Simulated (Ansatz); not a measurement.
**PbSe (Clausthalite): single point with PBE**

**Measured values to compare with.**

From a printed reference work, monograph, for a bulk crystal of PbSe at 300 K: band gap 0.28 eV (direct).

Crystal: PbSe (Clausthalite).

```
CELL_PARAMETERS angstrom
0.00000 3.06065 3.06065
3.06065 0.00000 3.06065
3.06065 3.06065 0.00000
ATOMIC_POSITIONS crystal
Pb 0.00000 0.00000 0.00000
Se 0.50000 0.50000 0.50000
```

```yaml
Program: Ansatz 0.2.0
Task: single point
Functional: PBE
Potentials_or_basis: Ansatz PAW
Cutoff: "420 eV (not typed: the program's choice for these potentials)"
k_mesh: 8 × 8 × 8
Occupations: gaussian, width 0.011 eV
Spin: no spin polarisation
```

```yaml
Pressure: 2.4 GPa
Band_gap_on_the_k_mesh: 0.29 eV, direct
```

Levels at points of the mesh, in eV from the valence-band top:
```
             k point  band 13  band 14  band 15  band 16  band 17  band 18
  (0.00, 0.00, 0.00)    -1.89    -1.89    -1.89     4.71     4.71     4.71
 (0.00, 0.00, -0.50)    -1.48    -1.48     0.00     0.29     1.69     1.69
(0.00, -0.50, -0.50)    -4.99    -3.24    -3.24     3.69     5.61     5.61
```

Run time: 1.6 s on 2 threads of Arm Neoverse V2, on a shared host, peak memory 0.33 GiB.

A measured gap of PbSe is 0.28 eV (direct; 300 K; a printed reference work, monograph); the calculated 0.29 eV misses it by +0.01 eV. 2 values of this kind are on record (0.15 to 0.28 eV); this one was drawn at random. Spin-orbit coupling on Pb, Se is left out. The value is that of PBE on a finite k mesh, which can miss the band edges, without temperature or zero-point motion.

Caveat: spin-orbit coupling is left out, which as a rule narrows the gap of such compounds by several tenths of an eV.
